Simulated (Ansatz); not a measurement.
## SiO$_{2}$: relaxed-ion elastic tensor

Computed with DFT PBE+D3(BJ), scalar-relativistic, plane waves, PAW in Ansatz. Plane waves to 420 eV; Γ-centred k mesh 12×12×6; fixed occupations. No spin polarisation.

Equilibrium structure at this level:
```xyz
3
Lattice="2.6865 0.0000 0.0000 -1.3433 2.3266 0.0000 0.0000 0.0000 4.6006" Properties=species:S:1:pos:R:3 pbc="T T T"
Si    0.0000    0.0000    2.3003
O     0.0000    1.5511    3.2159
O     1.3433    0.7755    1.3847
```

The cell was found from a structure generator's guess, not taken from experiment.

Question: Give the relaxed-ion elastic constants (GPa, Voigt order xx yy zz yz xz xy, on the Cartesian axes of the cell above).

Answer:
```
495.2 110.5   6.0  -2.1   0.0   0.0
110.5 495.2   6.0   2.1   0.0   0.0
  5.7   5.7  40.6   0.0   0.0   0.0
 -2.0   2.0   0.0   6.3   0.0   0.0
  0.0   0.0   0.0   0.0   6.3  -2.0
  0.0   0.0   0.0   0.0  -2.1 192.3
```

Question: Is the crystal stable against homogeneous strain?

Answer: Yes: the least eigenvalue of the tensor is 6.3 GPa.

Question: And the moduli of a polycrystal (Hill averages)?

Answer: B = 89 GPa, G = 58 GPa, E = 142 GPa, ν = 0.23.
